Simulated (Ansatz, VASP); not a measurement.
Ge: VASP beside Ansatz

```
CELL_PARAMETERS angstrom
0.00000 2.86599 2.86599
2.86599 0.00000 2.86599
2.86599 2.86599 0.00000
ATOMIC_POSITIONS crystal
Ge 0.50000 0.50000 0.50000
Ge 0.75000 0.75000 0.75000
```

Change from the starting cell: volume scaled by 1.04, crystal datasets.

Alike in both runs: task electric field gradients; functional PBE; k mesh 10 × 10 × 10; occupations fermi-dirac, width 0.05 eV; no spin polarisation.

|  | VASP | Ansatz |
| --- | --- | --- |
| version | VASP 6.6.1 | Ansatz 0.2.0 |
| potentials or method | VASP PAW PBE potentials, release 64 (Ge_d), cutoff 520 eV | all-electron PAW with datasets made for the crystal, scalar-relativistic |

```csv
,VASP,Ansatz,Ansatz less VASP
pressure (GPa),0.9,0.9,+0.05
Vzz of the field gradient on the site that differs most (V/Å²),0.0,0.0,-0.01
```

Ansatz ran all-electron here, so the differences hold the error of VASP's frozen core and of both bases.
